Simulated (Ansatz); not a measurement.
The calculation used Ansatz 0.2.0, DFT PBE, scalar-relativistic, plane waves, PAW. All cells share a 420 eV cutoff and Γ-centred k meshes spaced at most about 0.3 Å⁻¹ (2π included). No spin polarisation in the final relaxations.

All energies are static (0 K, no zero-point motion). All come from trial cells, and lower structures may exist.

Problem. Order these relaxed structures of CdS by energy, lowest first, with the energy over the lowest of them.
A. Space group I-43m (No. 217), cubic, a = 8.085 Å. Cd is surrounded by 1 S at 2.47 Å and 3 S at 2.62 Å; around S lie 1 Cd at 2.47 Å and 3 Cd at 2.62 Å.
B. Space group P3_221 (No. 154), trigonal, a = 6.604 Å, c = 4.002 Å. Cd has 4 S at 2.56–2.60 Å; S is surrounded by 4 Cd at 2.56–2.60 Å.

Solution. B (0 meV/atom), A (37 meV/atom). Forms: B P3_221; A I-43m. Counting S atoms around Cd (those within 1.25 times the shortest such distance or 1.15 times the sum of covalent radii): B has Cd 4; A has Cd 4.

The part of the Crystallography Open Database at hand lists CdS in space groups No. 186, 216; no cell shown has one of them. Some types were kept out of the candidates beforehand, so the set may lack a known form.
